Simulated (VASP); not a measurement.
Wanted: the native input for a VASP 6.6.1 run.

| Item | Value |
| --- | --- |
| Task | dielectric tensor |
| Functional | PBEsol |
| Potentials or basis | VASP PAW PBE potentials, release 64 (B, P) |
| Cutoff | 600 eV |
| k mesh | 16 × 16 × 16 |
| Occupations | gaussian, width 0.03 eV |
| Spin | no spin polarisation |
| Monkhorst-Pack mesh | yes |
| Further INCAR settings | ALGO = Normal; EDIFF = 1e-08 |

The structure of BP lies in POSCAR:

```
BP                                      
1.0
   -0.0000000000      2.2539839142      2.2539839142
    2.2539839142      0.0000000000      2.2539839142
    2.2539839142      2.2539839142      0.0000000000
  B               P             
     1     1
Direct
     0.0000000000000000    0.0000000000000000    0.0000000000000000
     0.2500000000000000    0.2500000000000000    0.2500000000000000
```

One way to write it, as run:

INCAR

```
SYSTEM = BP
PREC = Accurate
ENCUT = 600
EDIFF = 1E-8
ISMEAR = 0
SIGMA = 0.03
LREAL = .FALSE.
LASPH = .TRUE.
NELM = 80
ALGO = Normal
ISIF = 2
LWAVE = .FALSE.
LCHARG = .FALSE.
GGA = PS
LEPSILON = .TRUE.
```

KPOINTS

```
regular mesh
0
Monkhorst
  16 16 16
  0 0 0
```

Potentials or basis: VASP PAW PBE potentials, release 64 (B, P).

Run with:

```sh
$ cat potpaw_PBE.64/B/POTCAR potpaw_PBE.64/P/POTCAR > POTCAR
$ mpirun -np 1 vasp_std > vasp.out
```

It gave:

```json
{
  "Electronic dielectric tensor (diagonal)": "9.33",
  "Born charges (mean of the diagonal)": "B -0.57; P +0.57 e"
}
```

Run time: 22 min on 1 thread of AMD EPYC 9R45 96-Core Processor (Zen 5), with other jobs on the host, peak memory 1.2 GiB.
